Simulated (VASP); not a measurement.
A run of VASP 6.6.1 is set up as follows.

Contents of INCAR:

```
PREC = Accurate
ENCUT = 520
EDIFF = 1E-7
ISMEAR = -1
SIGMA = 0.05
LREAL = F
LASPH = T
NELM = 80
ALGO = Normal
ISIF = 2
LWAVE = F
LCHARG = F
GGA = PE
NBANDS = 36
```

The input KPOINTS:

```
regular mesh
0
Gamma
  8 7 6
```

The input POSCAR:

```
Ge
1.0
    2.5744897200     -2.5744897200     -1.3974126400
   -2.5744897200     -2.5744897200      1.3974126400
   -2.5744897200      2.5744897200     -4.1922379300
Ge
4
Direct
    0.6506344100      0.5138643500      0.1654595800
    0.0993655900      0.4861356500      0.5845404200
    0.2737335600      0.0110087300      0.2835356200
    0.7262664400      0.9889912700      0.7164643800
```

Potentials or basis: VASP PAW PBE potentials, release 64 (Ge_d).

Run with:

```console
$ cat potpaw_PBE.64/Ge_d/POTCAR > POTCAR
$ mpirun -np 1 vasp_std > vasp.out
```

Predict the pressure.

7.8 GPa.

What does it give for the band gap on the k mesh?

None (metal or under the smearing width).

Stress tensor (GPa, compression positive):
```
 4.51 -0.22  0.14
-0.22  4.87  0.05
 0.14  0.05 14.00
```

Caveat: forces of over 1 eV/Å show positions far from the minimum, so gaps and moduli don't describe the material at rest.
